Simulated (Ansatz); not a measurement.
The system is BaTiO3.

```
Ba Ti O
1.0
     0.00000   -2.83705   -2.84580
    -3.98410    2.83705   -2.84580
     3.98410    2.83705   -2.84580
Ba Ti O
2 2 6
Cartesian
  -0.1095 2.8499 -2.9431
  -3.8746 -0.0129 -5.5943
  1.9707 0.0911 -2.7635
  2.0134 2.7459 -5.6839
  0.1049 0.1378 -2.9051
  -0.1049 2.6992 -5.7222
  -2.1383 1.8770 -4.3588
  2.1383 1.0099 -4.2001
  2.0061 1.3775 -1.5021
  1.9780 1.4096 -7.0568
```

```yaml
Program: Ansatz 0.2.0
Task: relaxation of cell and atoms
Functional: BLYP
Potentials_or_basis: Ansatz PAW
Cutoff: "420 eV (not typed: the program's choice for these potentials)"
k_mesh: 7 × 5 × 5
Occupations: fermi-dirac, width 0.05 eV
Spin: no spin polarisation
```

At the start: volume 12.87 Å³/atom.

Task: Where does the relaxation end?

Result: It ends after 15 steps and the volume is 14.13 Å³/atom (+9.8 %); space group Amm2 (No. 38, to 0.05 Å).

The path:
```tsv
step	energy change (eV)	largest force (eV/Å)	volume (Å³)
1	0.0000	11.8904	128.67
2	-3.6116	4.7406	133.54
3	-4.6478	0.9856	135.44
4	-4.8167	0.1519	137.00
5	-4.8254	0.0695	140.63
6	-4.8484	0.0136	138.96
7	-4.8508	0.1133	138.63
8	-4.8518	0.0353	139.10
9	-4.8518	0.0120	139.14
10	-4.9222	0.0106	139.14
11	-4.9238	0.0066	140.68
12	-4.9225	0.0058	141.12
13	-4.9310	0.0052	141.12
14	-4.9305	0.0054	141.29
15	-4.9313	0.0053	141.29
```

Final structure:
```xyz
10
Lattice="-0.0002 -2.8093 -2.8092 -4.1788 2.9638 -2.9636 4.2429 3.0091 -3.0081" Properties=species:S:1:pos:R:3 pbc="T T T"
Ba   -0.0449    2.9290   -2.9332
Ba   -4.2564    0.0974   -5.7205
Ti    1.9740   -0.0080   -2.8066
Ti    2.0055    2.9789   -5.7930
O     0.1459    0.1067   -2.9194
O     0.1775    3.0933   -5.9054
O    -2.0502    1.6656   -4.4782
O     2.1605    1.6887   -4.5010
O     2.1934    1.5566   -1.5592
O     2.2250    1.7340   -7.3545
```

Caveat: the plane-wave basis is chosen anew once the cell has moved, so the energies of steps on either side of that aren't comparable; the pressure holds a Pulay correction of +0.6 GPa for the finite cutoff; the PAW data sets come from PBE, with cores solved anew for the run's functional, which leaves a small shift of forces and pressure.
